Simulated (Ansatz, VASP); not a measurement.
Given: the input of a run of Ansatz 0.2.0 on Sb.

The input input.yaml:

```yaml
crystal:
  lattice:
    - [-1.8587811731, 1.8587811731, 1.8587811731]
    - [1.8587811731, -1.8587811731, 1.8587811731]
    - [1.8587811731, 1.8587811731, -1.8587811731]
  atoms:
    - { symbol: Sb, position: [0.0, 0.0, 0.0] }
kpoints:
  mp_grid: { grid: [10, 10, 10] }
scf:
  occupations: { method: fermi_dirac, width: 0.05 }
hamiltonian:
  xc: pbe
  pseudopotentials: { kind: all_electron, lapw: { basis_error: 0.0005 } }
output:
  forces: true
  stress: true
  eigenvalues: true
```

Potentials or basis: all-electron LAPW, scalar-relativistic.

Run with:

```console
$ ansatz run input.yaml --threads 1 --pin off --max-ram 3072MiB --backend cpu --events-out ev --progress --plain --runs-dir out
```

**Question.** Set up the same calculation for VASP 6.6.1. Potentials there: VASP PAW PBE potentials, release 64 (Sb).

**Answer.** As run (the cutoff follows the program's own potentials):

Contents of INCAR:

```
PREC = Accurate
ENCUT = 520
EDIFF = 1E-7
ISMEAR = -1
SIGMA = 0.05
LREAL = F
LASPH = T
NELM = 60
ALGO = Normal
ISIF = 2
LWAVE = F
LCHARG = F
GGA = PE
NBANDS = 8
```

KPOINTS

```
Automatic mesh
0
Gamma
  10 10 10
```

POSCAR

```
Sb
1.0
   -1.8587811731      1.8587811731      1.8587811731
    1.8587811731     -1.8587811731      1.8587811731
    1.8587811731      1.8587811731     -1.8587811731
Sb
1
Direct
    0.0000000000      0.0000000000      0.0000000000
```

Potentials or basis: VASP PAW PBE potentials, release 64 (Sb).

Command:

```console
$ cat potpaw_PBE.64/Sb/POTCAR > POTCAR
$ mpirun -np 1 vasp_std > vasp.out
```

Both were run:

|  | VASP | Ansatz | Ansatz less VASP |
| --- | --- | --- | --- |
| gap on the k mesh at the Fermi level (eV) | none | none | - |
| pressure (GPa) | 4.6 | 4.7 | +0.13 |

A gap of «none» marks a metal or a gap that the smearing closes. Ansatz ran all-electron here, so the differences hold the error of VASP's frozen core and of both bases.

The runs have no spin-orbit coupling, so splittings on Sb are missing.
